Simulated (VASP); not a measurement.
# Cs (C2/m) in VASP: a series of runs, part 2 of 2

VASP 6.6.1. The steps go on from the part before.

## (4) Single point, PBEsol

INCAR reads:

```
ADDGRID = False
ALGO = Normal
EDIFF = 1E-6
ENCUT = 350
GGA = PS
ISIF = 2
ISMEAR = 1
LASPH = True
LCHARG = False
LREAL = False
LWAVE = False
NELM = 100
PREC = Accurate
SIGMA = 0.1
```

KPOINTS reads:

```
k-points
0
Gamma
  5 5 5
```

POSCAR reads:

```
Cs
1.0
    3.0190110000     -4.3381320000      0.0000000000
    3.0190110000      4.3381320000      0.0000000000
   -2.5749360000      0.0000000000      4.4138870000
Cs
1
Direct
    0.0000000000      0.0000000000      0.5000000000
```

Potentials or basis: VASP PAW PBE potentials, release 64 (Cs_sv).

On the command line:

```
cat potpaw_PBE.64/Cs_sv/POTCAR > POTCAR
mpirun -np 1 vasp_std > vasp.out
```

OUTCAR:

```text
EDIFF = 1E-6
   ENCUT = 350
   GGA = PS
   ISIF = 2
   ISMEAR = 1
   LASPH = True
   LREAL = False
   NELM = 100
   PREC = Accurate

 Found     39 irreducible k-points:

 Following reciprocal coordinates:
            Coordinates               Weight
  0.000000  0.000000  0.000000      1.000000
  0.200000  0.000000  0.000000      4.000000
  0.400000  0.000000 -0.000000      4.000000
  0.200000  0.200000  0.000000      2.000000
  0.400000  0.200000 -0.000000      4.000000
 -0.400000  0.200000  0.000000      4.000000
   k-points           NKPTS =     39   k-points in BZ     NKDIM =     39   number of bands    NBANDS=      8
   number of dos      NEDOS =    301   number of ions     NIONS =      1
   total plane-waves  NPLWV =  32768
   dimension x,y,z NGX =    32 NGY =   32 NGZ =   32
   dimension x,y,z NGXF=    64 NGYF=   64 NGZF=   64
   ions per type =               1
   NGX,Y,Z   is equivalent  to a cutoff of  10.07, 10.07, 10.41 a.u.
   NGXF,Y,Z  is equivalent  to a cutoff of  20.13, 20.13, 20.82 a.u.
 SYSTEM =  unknown system
   PREC   = accura    normal or accurate (medium, high low for compatibility)
   ISTART =      0    job   : 0-new  1-cont  2-samecut
   ICHARG =      2    charge: 1-file 2-atom 10-const
   ISPIN  =      1    spin polarized calculation?
   LNONCOLLINEAR =      F non collinear calculations
   LSORBIT =      F    spin-orbit coupling
   LASPH  =      T    aspherical Exc in radial PAW
   ENCUT  =  350.0 eV  25.72 Ry    5.07 a.u.   8.06  8.06  7.80*2*pi/ulx,y,z
   NELM   =    100;   NELMIN=  2; NELMDL= -5     # of ELM steps
   EDIFF  = 0.1E-05   stopping-criterion for ELM
   LREAL  =      F    real-space projection
   EDIFFG = 0.1E-04   stopping-criterion for IOM
   NSW    =      0    number of steps for IOM
   IBRION =     -1    ionic relax: 0-MD 1-quasi-New 2-CG
   NFREE  =      0    steps in history (QN), initial steepest desc. (CG)
   ISIF   =      2    stress and relaxation
   ISYM   =      2    0-nonsym 1-usesym 2-fastsym
   POTIM  = 0.5000    time-step for ionic-motion
   TEBEG  =    0.0;   TEEND  =   0.0 temperature during run
   PSTRESS=    0.0 pullay stress
   NELECT =       9.0000    total number of electrons
   NUPDOWN=      -1.0000    fix difference up-down
   EMIN   =  10.00;   EMAX   =-10.00  energy-range for DOS
   EFERMI =   0.00;   METHOD = LEGACY
   ISMEAR =     1;   SIGMA  =   0.10  broadening in eV -4-tet -1-fermi 0-gaus
   EFERMI_NEDOS =   21; number of points for ismear=-14 and -15
   IALGO  =     38    algorithm
   IMIX   =      4    mixing-type and parameters
     AMIX     =   0.40;   BMIX     =  1.00
     AMIX_MAG =   1.60;   BMIX_MAG =  1.00
  volume/ion in A,a.u.               =     115.62       780.22
  Fermi-wavevector in a.u.,A,eV,Ry     =   0.699009  1.320936  6.647992  0.488614
  Thomas-Fermi vector in A             =   1.782770
   LORBIT       =      0    0 simple, 1 ext, 2 COOP (PROOUT), +10 PAW based schemes
   GGA     = PS    functional components
   LHFCALC =     F    Hartree Fock is set to
   AEXX    =    0.0000 exact exchange contribution
   IVDW    =     0    specifies the selected vdW correction
   LEPSILON=     F    determine dielectric tensor
   LRPA    =     F    only Hartree local field effects (RPA)
 non-spin polarized calculation
 Methfessel and Paxton  Order N= 1 SIGMA  =   0.10
  energy-cutoff  :      350.00
  volume of cell :      115.62
 maximum number of plane-waves:      1731
   NGX = 17   NGY = 17   NGZ = 15

 number of electron       8.9999996 magnetization

 Free energy of the ion-electron system (eV)
  ---------------------------------------------------
  ext. energy  EPLUGINS =         0.00000000
  ---------------------------------------------------
  free energy    TOTEN  =        -0.93925075 eV

  energy without entropy =       -0.93685371  energy(sigma->0) =       -0.93845174

 E-fermi :   0.4190     XC(G=0):  -5.4628

 val. band max:        0.4152071688   @ k =  -0.2000   0.2000   0.4000
 cond. band min:       0.4394599371   @ k =  -0.4000   0.4000   0.2000
 fundamental gap:      0.0242527683
 Fermi energy:         0.4189801731

 k-point     1 :       0.0000    0.0000    0.0000
  band No.  band energies     occupation
      1     -23.4970      2.00000
      2     -10.2247      2.00000
      3     -10.2165      2.00000
      4     -10.2083      2.00000
      5      -1.3159      2.00000
      6       2.6121      0.00000
      7       2.7688      0.00000
      8       3.0696      0.00000
[... 45 lines left out ...]
 k-point     6 :      -0.4000    0.2000    0.0000
  band No.  band energies     occupation
      1     -23.4921      2.00000
      2     -10.3200      2.00000
      3     -10.2535      2.00000
      4     -10.2150      2.00000
      5      -0.1692      2.00000
      6       1.6684     -0.00000
      7       2.0239     -0.00000
      8       3.6637      0.00000

 [... further k-points ...]
[... 5 lines left out ...]
  --------------------------------------------------------------------------------------
  -------------------------------------------------------------------------------------
  Total       -0.1591285     -0.0680552     -0.0793750      0.0000000      0.0000000     -0.1183096
  in kB       -2.2051590     -0.9430907     -1.0999567      0.0000000      0.0000000     -1.6395024
  external PRESSURE =      -1.4160688 kB  Pullay stress =       0.0000000 kB

 VOLUME and BASIS-vectors are now :
 -----------------------------------------------------------------------------
  energy-cutoff  :      350.00
  volume of cell :      115.62
      direct lattice vectors                 reciprocal lattice vectors
     3.019011000 -4.338132000  0.000000000     0.165617151 -0.115256982  0.096616330
     3.019011000  4.338132000  0.000000000     0.165617151  0.115256982  0.096616330
    -2.574936000  0.000000000  4.413887000     0.000000000  0.000000000  0.226557680

 POSITION                                       TOTAL-FORCE (eV/Angst)
 -----------------------------------------------------------------------------------
     -1.28747      0.00000      2.20694         0.000000      0.000000      0.000000
 -----------------------------------------------------------------------------------
    total drift:                               -0.000000     -0.000000      0.000000

  FREE ENERGIE OF THE ION-ELECTRON SYSTEM (eV)
  ---------------------------------------------------
  free  energy   TOTEN  =        -0.9392507495 eV

  energy  without entropy=       -0.9368537105  energy(sigma->0) =       -0.93845174
```

OSZICAR:

```text
N       E                     dE             d eps       ncg     rms          rms(c)
DAV:   1     0.505557834923E+02    0.50556E+02   -0.26245E+03   624   0.551E+02
DAV:   2     0.286255918863E+01   -0.47693E+02   -0.47446E+02   768   0.114E+02
DAV:   3    -0.893111689258E+00   -0.37557E+01   -0.37547E+01   664   0.409E+01
DAV:   4    -0.938714743573E+00   -0.45603E-01   -0.45601E-01  1128   0.525E+00
DAV:   5    -0.938742352956E+00   -0.27609E-04   -0.27609E-04   840   0.935E-02    0.131E-01
DAV:   6    -0.938770654430E+00   -0.28301E-04   -0.11194E-03  1096   0.199E-01    0.916E-02
DAV:   7    -0.939202163870E+00   -0.43151E-03   -0.34235E-03   912   0.369E-01    0.330E-02
DAV:   8    -0.939249990706E+00   -0.47827E-04   -0.99905E-05   936   0.805E-02    0.473E-03
DAV:   9    -0.939251139464E+00   -0.11488E-05   -0.19714E-06  1056   0.892E-03    0.256E-03
DAV:  10    -0.939250749483E+00    0.38998E-06   -0.54330E-07   824   0.451E-03
   1 F= -.93925075E+00 E0= -.93845174E+00  d E =-.239704E-02
```

stdout:

```text
POSCAR found type information on POSCAR Cs
 POSCAR found :  1 types and       1 ions
 scaLAPACK will be used
 -----------------------------------------------------------------------------
|                                                                             |
|                                                                             |
|     You enforced a specific xc type in the INCAR file but a different       |
|     I HOPE YOU KNOW WHAT YOU ARE DOING!                                     |
|                                                                             |
 -----------------------------------------------------------------------------

 LDA part: xc-table for (Slater+PW92), standard interpolation
 POSCAR, INCAR and KPOINTS ok, starting setup
 FFT: planning ... GRIDC
 FFT: planning ... GRID_SOFT
 FFT: planning ... GRID
 WAVECAR not read
 entering main loop
```

It took 7.5 s on 1 thread of Intel Xeon Platinum 8488C (Sapphire Rapids), shared host; peak memory 0.17 GiB.

The run converged, but some of its settings lie outside the range that counts as converged, so its numbers aren't taken as properties of the crystal.

Results:

```
Free energy            : -0.9393 eV
Pressure               : -0.1 GPa
Band gap on the k mesh : none (metal or under the smearing width)
```

Caveat: the PAW data sets were made with another functional, which shifts forces and pressure a little.

## (5) Single point, PBEsol

INCAR is that of step 4.

KPOINTS is that of step 4.

POSCAR reads:

```
Cs
1.0
    3.0286440000     -4.4025590000     -0.0553060000
    2.9811710000      4.3695220000      0.0984760000
   -2.5313490000      0.0923220000      4.3694900000
Cs
1
Direct
   -0.0054440000      0.0010830000      0.4979030000
```

Potentials or basis: VASP PAW PBE potentials, release 64 (Cs_sv).

On the command line:

```
cat potpaw_PBE.64/Cs_sv/POTCAR > POTCAR
mpirun -np 1 vasp_std > vasp.out
```

OUTCAR:

```text
EDIFF = 1E-6
   ENCUT = 350
   GGA = PS
   ISIF = 2
   ISMEAR = 1
   LASPH = True
   LREAL = False
   NELM = 100
   PREC = Accurate

 Found     63 irreducible k-points:

 Following reciprocal coordinates:
            Coordinates               Weight
  0.000000  0.000000  0.000000      1.000000
  0.200000  0.000000 -0.000000      2.000000
  0.400000 -0.000000  0.000000      2.000000
 -0.000000  0.200000 -0.000000      2.000000
  0.200000  0.200000 -0.000000      2.000000
  0.400000  0.200000  0.000000      2.000000
   k-points           NKPTS =     63   k-points in BZ     NKDIM =     63   number of bands    NBANDS=      8
[... 135 lines left out ...]
      5       0.6472     -0.00463
      6       1.1118     -0.00000
      7       1.6744     -0.00000
      8       3.5985      0.00000

 [... further k-points ...]
[... 5 lines left out ...]
  --------------------------------------------------------------------------------------
  -------------------------------------------------------------------------------------
  Total       -0.1679836     -0.0864280     -0.0494585      0.0172195      0.0489982     -0.1464238
  in kB       -2.3278699     -1.1976955     -0.6853822      0.2386224      0.6790041     -2.0291004
  external PRESSURE =      -1.4036492 kB  Pullay stress =       0.0000000 kB

 VOLUME and BASIS-vectors are now :
 -----------------------------------------------------------------------------
  energy-cutoff  :      350.00
  volume of cell :      115.62
      direct lattice vectors                 reciprocal lattice vectors
     3.028644000 -4.402559000 -0.055306000     0.165058960 -0.114823640  0.098048647
     2.981171000  4.369522000  0.098476000     0.166342001  0.113250823  0.093973007
    -2.531349000  0.092322000  4.369490000    -0.001659677 -0.004005713  0.227982806

 POSITION                                       TOTAL-FORCE (eV/Angst)
 -----------------------------------------------------------------------------------
      1.75502     -4.32789      2.12068         0.000000      0.000000      0.000000
 -----------------------------------------------------------------------------------
    total drift:                               -0.000008      0.000001     -0.000010

  FREE ENERGIE OF THE ION-ELECTRON SYSTEM (eV)
  ---------------------------------------------------
  free  energy   TOTEN  =        -0.9385069740 eV

  energy  without entropy=       -0.9370189898  energy(sigma->0) =       -0.93801098
```

It took 14 s on 1 thread of Intel Xeon Platinum 8488C (Sapphire Rapids), shared host; peak memory 0.19 GiB.

The run converged, but some of its settings lie outside the range that counts as converged, so its numbers aren't taken as properties of the crystal.

Results:

```
Free energy            : -0.9385 eV
Pressure               : -0.1 GPa
Band gap on the k mesh : none (metal or under the smearing width)
```

Caveat: the PAW data sets were made with another functional, which shifts forces and pressure a little.

## (6) The reference run

An earlier run on the cell as given: functional PBE; potentials or basis VASP PAW PBE potentials, release 64 (Cs_sv); cutoff 520 eV; k mesh 6 × 6 × 6; occupations fermi-dirac, width 0.05 eV; no spin polarisation.

* Pressure: 0.0 GPa
* Band gap on the k mesh: none (metal or under the smearing width)
